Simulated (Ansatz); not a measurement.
## BaTiO$_{3}$: strain energy, fitted

BaTiO$_{3}$, Pm-3m, a = 4.019 Å. The structure is a Materials Project entry; whether it is the stable form wasn't checked. Ansatz: PBE, PAW, 420 eV, Γ-centred 8×8×8 mesh on 5 atoms, Gaussian smearing 0.02 eV; no spin polarisation. Series: strain along c alone, the other axes held, atoms fixed by symmetry; x is the strain in per cent. y is the free energy over the unstrained cell, V0 = 12.986 Å³/atom.

```
x (%) y (meV/atom)
 -3.0             ?
 -2.0          4.89
 -1.0          1.17
  0.0          0.00
  1.0          1.08
  2.0          4.24
  3.0          9.25
```

Problem. Fit y = c2 x² + c3 x³ to the other rows, turn c2 into a modulus, and predict the missing energy.

Solution. Least squares on the rows shown. y = 1.143 x² − 0.03870 x³. In eV per unit strain² c2 is 11.43; this is C33 with relaxed ions (E = ½ C33 V0 ε²): 2 × 11.43 × 160.2 / (12.986) = 282 GPa. At x = -3.0 the fit asked for gives 11.33 meV/atom. The run gave 11.46 meV/atom, so the fit is 0.13 meV/atom too low, a small miss on the scale of the series.

Symmetry holds off the tilts and polar distortions that many cubic perovskites undergo.